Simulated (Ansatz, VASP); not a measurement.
**One calculation of SnSe, two programs**

The input INCAR:

```
ALGO     = Normal         # electronic algorithm
EDIFF    = 1E-7           # SCF threshold, eV
ENCUT    = 520            # plane-wave cutoff, eV
GGA      = PS             # functional
ISIF     = 2              # what is computed and relaxed
ISMEAR   = 1              # smearing method
LASPH    = True           # aspherical terms in the spheres
LCHARG   = False          # write CHGCAR
LREAL    = False          # projectors in reciprocal space
LWAVE    = False          # write WAVECAR
NBANDS   = 17             # bands
NELM     = 100            # most SCF steps
PREC     = Accurate       # precision mode
SIGMA    = 0.1            # smearing width, eV
```

The input KPOINTS:

```
k-points
0
Gamma
  6 6 6
```

POSCAR

```
SnSe
1.0
    0.0000000000      3.0496098055      3.0496098055
    3.0496098055      0.0000000000      3.0496098055
    3.0496098055      3.0496098055      0.0000000000
Sn Se
1 1
Direct
    0.0000000000      0.0000000000      0.0000000000
    0.5000000000      0.5000000000      0.5000000000
```

Input for Ansatz:

```yaml
crystal:
  lattice:
    - [0.0, 3.0496098054987333, 3.0496098054987333]
    - [3.0496098054987333, 0.0, 3.0496098054987333]
    - [3.0496098054987333, 3.0496098054987333, 0.0]
  atoms:
    - { symbol: Sn, position: [0.0, 0.0, 0.0] }
    - { symbol: Se, position: [0.5, 0.5, 0.5] }
basis:
  ecutwfc: 500.0
kpoints:
  mp_grid:
    grid: [6, 6, 6]
hamiltonian:
  xc: pbesol
  pseudopotentials:
    kind: paw
scf:
  convergence:
    dr2_threshold: 1.0e-10
  occupations:
    method: methfessel_paxton
output:
  stress: true
```

Measurements of this composition are mostly on another form, of space group No. 62.

Alike in both runs: task single point; functional PBEsol; k mesh 6 × 6 × 6; no spin polarisation.

|  | VASP | Ansatz |
| --- | --- | --- |
| version | VASP 6.6.1 | Ansatz 0.2.0 |
| potentials or method | VASP PAW PBE potentials, release 64 (Sn_d, Se) | plane waves, PAW |
| plane-wave cutoff (eV) | 520 | 500 |
| occupations | methfessel-paxton of order 1, width 0.1 eV | methfessel-paxton of order 1 |
| valence electrons in the cell | 20 | 30 |

|  | VASP | Ansatz | Ansatz less VASP |
| --- | --- | --- | --- |
| pressure (GPa) | -3.9 | -3.9 | -0.01 |

The two sets of potentials don't hold the same shells in valence.

Caveats: the PAW data sets were made with another functional, which shifts forces and pressure a little (VASP).
